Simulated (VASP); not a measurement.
# Sb (R-3m) in VASP: single point with PBE+D3(BJ)

Aim: the single point of Sb with PBE+D3(BJ).

Program: VASP 6.6.1. These are calculated values, not measurements. Logs are shortened: lines on timing, memory, paths and dates and some standing lists are left out, and cuts for length are marked.

## Step 1: Starting point

It takes space group R-3m (No. 166, trigonal). Conventional cell: a = 4.322 Å, b = 4.322 Å, c = 11.007 Å, α = 90.00°, β = 90.00°, γ = 120.00°. Around Sb (site symmetry 3m) lie 6 Sb at 2.94 to 3.27 Å.

## Step 2: Single point, PBE+D3(BJ)

INCAR

```
PREC     = Accurate       # precision mode
ENCUT    = 520            # plane-wave cutoff, eV
EDIFF    = 1E-7           # SCF threshold, eV
ISMEAR   = 1              # smearing method
SIGMA    = 0.1            # smearing width, eV
LREAL    = False          # projectors in reciprocal space
LASPH    = True           # aspherical terms in the spheres
NELM     = 80             # most SCF steps
ALGO     = Normal         # electronic algorithm
ISIF     = 2              # what is computed and relaxed
LWAVE    = False          # write WAVECAR
LCHARG   = False          # write CHGCAR
GGA      = PE             # functional
IVDW     = 12             # dispersion correction
ICORELEVEL= 1
```

KPOINTS

```
Automatic mesh
0
Gamma
  9 9 15
```

POSCAR

```
Sb
1.0
    4.3223837000      0.0000000000      0.0000000000
   -2.1611921500      3.7432942600      0.0000000000
    2.1611914600      1.2477645900      3.6688440000
Sb
2
Direct
    0.5260200000      0.7630100000      0.7109700000
    0.4739800000      0.2369900000      0.2890300000
```

Potentials or basis: VASP PAW PBE potentials, release 64 (Sb).

Command:

```
$ cat potpaw_PBE.64/Sb/POTCAR > POTCAR
$ mpirun -np 1 vasp_std > vasp.out
```

OUTCAR:

```text
PREC = Accurate
   ENCUT = 520
   EDIFF = 1E-7
   ISMEAR = 1
   LREAL = False
   LASPH = True
   NELM = 80
   ISIF = 2
   GGA = PE
   IVDW = 12
 IVDW          = 12

 ion  position               nearest neighbor table
   1  0.526  0.763  0.711-   2 2.94   2 2.94   2 2.94   2 3.27   2 3.27   2 3.27
   2  0.474  0.237  0.289-   1 2.94   1 2.94   1 2.94   1 3.27   1 3.27   1 3.27

  LATTYP: Found a trigonal (rhomboedric) cell.
 ALAT       =     4.4371257213
 COS(alpha) =     0.5255251143

  Lattice vectors:

 A1 = (  -2.1611922400,   1.2477645900,   3.6688440000)
 A2 = (  -0.0000000900,  -2.4955296700,   3.6688440000)
 A3 = (   2.1611914600,   1.2477645900,   3.6688440000)

Analysis of symmetry for initial positions (statically):
=====================================================================
 Subroutine PRICEL returns:
 Original cell was already a primitive cell.

 Routine SETGRP: Setting up the symmetry group for a
 trigonal (rhombohedral) supercell.

 Subroutine GETGRP returns: Found 12 space group operations
 (whereof 12 operations were pure point group operations)
 out of a pool of 12 trial point group operations.

The static configuration has the point symmetry D_3d.

Analysis of symmetry for dynamics (positions and initial velocities):
=====================================================================
 Subroutine PRICEL returns:
 Original cell was already a primitive cell.

 Routine SETGRP: Setting up the symmetry group for a
 trigonal (rhombohedral) supercell.

 Subroutine GETGRP returns: Found 12 space group operations
 (whereof 12 operations were pure point group operations)
 out of a pool of 12 trial point group operations.

The dynamic configuration has the point symmetry D_3d.

 Subroutine INISYM returns: Found 12 space group operations
 (whereof 12 operations are pure point group operations),
 and found     1 'primitive' translations

----------------------------------------------------------------------------------------

                                     Primitive cell

  volume of cell :      59.3617

  direct lattice vectors                    reciprocal lattice vectors
     4.322383700  0.000000000  0.000000000     0.231353825  0.133572205 -0.181710255
    -2.161192150  3.743294260  0.000000000     0.000000000  0.267144374 -0.090855128
     2.161191460  1.247764590  3.668844000     0.000000000  0.000000000  0.272565418

  length of vectors
     4.322383700  4.322383998  4.437125341     0.323086278  0.282171527  0.272565418

  position of ions in fractional coordinates (direct lattice)
     0.526020000  0.763010000  0.710970000
     0.473980000  0.236990000  0.289030000

[... 114 lines left out ...]
   EFERMI_NEDOS =   21; number of points for ismear=-14 and -15
   IALGO  =     38    algorithm
   IMIX   =      4    mixing-type and parameters
     AMIX     =   0.40;   BMIX     =  1.00
     AMIX_MAG =   1.60;   BMIX_MAG =  1.00
  volume/ion in A,a.u.               =      29.68       200.30
  Fermi-wavevector in a.u.,A,eV,Ry     =   0.904148  1.708591 11.122529  0.817483
  Thomas-Fermi vector in A             =   2.027559
   LORBIT       =      0    0 simple, 1 ext, 2 COOP (PROOUT), +10 PAW based schemes
   GGA     = PE    functional components
   LHFCALC =     F    Hartree Fock is set to
   AEXX    =    0.0000 exact exchange contribution
   IVDW    =    12    specifies the selected vdW correction
   LEPSILON=     F    determine dielectric tensor
   LRPA    =     F    only Hartree local field effects (RPA)
 non-spin polarized calculation
 Methfessel and Paxton  Order N= 1 SIGMA  =   0.10
  energy-cutoff  :      520.00
  volume of cell :       59.36
 maximum number of plane-waves:      1612
   NGX = 17   NGY = 17   NGZ = 17

 number of electron      10.0000000 magnetization

 Free energy of the ion-electron system (eV)
  ---------------------------------------------------
  ext. energy  EPLUGINS =         0.00000000
  ---------------------------------------------------
  free energy    TOTEN  =        -8.24542463 eV

  energy without entropy =       -8.24539491  energy(sigma->0) =       -8.24541472

 the core state eigenenergies are
   1-  1s -30286.3042  2s  -4598.2297  2p  -4126.3410  3s   -891.9380  3p   -738.1913
       3d   -503.7629  4s   -136.9812  4p    -89.9531  4d    -21.7528
   2-  1s -30286.3042  2s  -4598.2297  2p  -4126.3410  3s   -891.9380  3p   -738.1913
       3d   -503.7629  4s   -136.9812  4p    -89.9531  4d    -21.7528

 E-fermi :   7.4475     XC(G=0):  -9.6200

 val. band max:        7.4213269178   @ k =   0.2222  -0.0000   0.3333
 cond. band min:       7.4488960513   @ k =   0.0000   0.4444   0.0000
 fundamental gap:      0.0275691335
 Fermi energy:         7.4475495904

 k-point     1 :       0.0000    0.0000    0.0000
  band No.  band energies     occupation
      1      -5.2958      2.00000
      2       2.7831      2.00000
      3       5.4786      2.00000
      4       5.6319      2.00000
      5       5.6319      2.00000
      6       9.8805      0.00000
      7      10.3145      0.00000
      8      10.3145      0.00000
      9      12.3683      0.00000
[... 265 lines left out ...]
 k-point    24 :      -0.3333    0.4444   -0.0000
  band No.  band energies     occupation
      1      -3.6770      2.00000
      2      -1.0578      2.00000
      3       4.4024      2.00000
      4       6.1304      2.00000
      5       6.5388      2.00000
      6       7.5836     -0.06626
      7       7.9901     -0.00000
      8      10.0236      0.00000
      9      13.1214      0.00000

 [... further k-points ...]

------------------------ aborting loop because EDIFF is reached ----------------------------------------

 Edisp (eV)   -0.96245

 E8    (eV) :    -0.4490

  FORCE on cell =-STRESS in cart. coord.  units (eV):
  Direction    XX          YY          ZZ          XY          YZ          ZX
  --------------------------------------------------------------------------------------
  -------------------------------------------------------------------------------------
  Total       0.02354     0.02354     0.00709    -0.00000    -0.00000    -0.00000
  in kB       0.63541     0.63541     0.19138    -0.00000    -0.00000    -0.00000
  external pressure =        0.49 kB  Pullay stress =        0.00 kB

 VOLUME and BASIS-vectors are now :
 -----------------------------------------------------------------------------
  energy-cutoff  :      520.00
  volume of cell :       59.36
      direct lattice vectors                 reciprocal lattice vectors
     4.322383700  0.000000000  0.000000000     0.231353825  0.133572205 -0.181710255
    -2.161192150  3.743294260  0.000000000     0.000000000  0.267144374 -0.090855128
     2.161191460  1.247764590  3.668844000     0.000000000  0.000000000  0.272565418

 POSITION                                       TOTAL-FORCE (eV/Angst)
 -----------------------------------------------------------------------------------
      2.16119      3.74329      2.60844         0.000000      0.000000     -0.041361
      2.16119      1.24776      1.06041        -0.000000     -0.000000      0.041361
 -----------------------------------------------------------------------------------
    total drift:                               -0.000000      0.000000     -0.000000

  FREE ENERGIE OF THE ION-ELECTRON SYSTEM (eV)
  ---------------------------------------------------
  free  energy   TOTEN  =        -9.2078791835 eV

  energy  without entropy=       -9.2078494690  energy(sigma->0) =       -9.20786928
```

stdout:

```text
POSCAR found type information on POSCAR Sb
 POSCAR found :  1 types and       2 ions
 scaLAPACK will be used
 LDA part: xc-table for (Slater+PW92), standard interpolation
 -----------------------------------------------------------------------------
|                                                                             |
|           W    W    AA    RRRRR   N    N  II  N    N   GGGG   !!!           |
|           W    W   A  A   R    R  NN   N  II  NN   N  G    G  !!!           |
|           W    W  A    A  R    R  N N  N  II  N N  N  G       !!!           |
|           W WW W  AAAAAA  RRRRR   N  N N  II  N  N N  G  GGG   !            |
|           WW  WW  A    A  R   R   N   NN  II  N   NN  G    G                |
|           W    W  A    A  R    R  N    N  II  N    N   GGGG   !!!           |
|                                                                             |
|     Your reciprocal lattice and k-lattice belong to different lattice       |
|     classes:                                                                |
|                                                                             |
|        The reciprocal lattice is rhombohedral (trigonal),                   |
|        whereas your k-lattice is base-centered monoclinic.                  |
|                                                                             |
|     Results are often still useful ...                                      |
|                                                                             |
 -----------------------------------------------------------------------------

 POSCAR, INCAR and KPOINTS ok, starting setup
 FFT: planning ... GRIDC
 FFT: planning ... GRID_SOFT
 FFT: planning ... GRID
 WAVECAR not read
 entering main loop
```

Run time: 68 s. Hardware: 1 thread of Intel Xeon Platinum 8559C (Emerald Rapids), shared host; peak memory 0.29 GiB.

Results:

```
Free energy                : -9.2079 eV
Pressure                   : 0.0 GPa
Largest force              : 0.041 eV/Å
Band gap on the k mesh     : none (metal or under the smearing width)
Dispersion energy per atom : -0.481 eV
```

Forces in eV/Å, atoms in the order of the input:
```
Sb   0.000  0.000 -0.041
Sb   0.000  0.000  0.041
```

Levels at points of the mesh, in eV from the Fermi level:
```tsv
k point	band 2	band 3	band 4	band 5	band 6	band 7	band 8	band 9
(0.00, 0.00, 0.00)	-4.66	-1.97	-1.82	-1.82	2.43	2.87	2.87	4.92
```

Core levels (eV, on the scale of the bands):
```tsv
atom	levels
1 Sb	1s -30286.3, 2s -4598.2, 2p -4126.3, 3s -891.9, 3p -738.2, 3d -503.8, 4s -137.0, 4p -90.0, 4d -21.8
2 Sb	1s -30286.3, 2s -4598.2, 2p -4126.3, 3s -891.9, 3p -738.2, 3d -503.8, 4s -137.0, 4p -90.0, 4d -21.8
```

Caveat: pairwise dispersion overbinds metals, which lowers pressure and volume. The run has no spin-orbit coupling, so splittings on Sb are missing.
